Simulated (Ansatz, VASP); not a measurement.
# Ga in VASP and in Ansatz

```
CELL_PARAMETERS angstrom
-1.43157 1.43157 2.30312
1.43157 -1.43157 2.30312
1.43157 1.43157 -2.30312
ATOMIC_POSITIONS crystal
Ga 0.00000 0.00000 0.00000
```

Alike in both runs: functional PBE; k mesh 22 × 22 × 22; occupations gaussian, width 0.1 eV; no spin polarisation.

Ansatz relaxed the structure, and its values are those at the end. VASP's run is a single point on that final structure, the one shown.

|  | VASP | Ansatz |
| --- | --- | --- |
| version | VASP 6.6.1 | Ansatz 0.2.0 |
| potentials or method | VASP PAW PBE potentials, release 64 (Ga_d) | scalar-relativistic, plane waves, PAW |
| plane-wave cutoff (eV) | 520 | 420 |
| valence electrons in the cell | 13 | 13 |

|  | VASP | Ansatz | Ansatz less VASP |
| --- | --- | --- | --- |
| gap on the k mesh at the Fermi level (eV) | none | none | - |
| pressure (GPa) | -0.1 | 0.0 | +0.14 |

A gap of «none» marks a metal or a gap that the smearing closes.
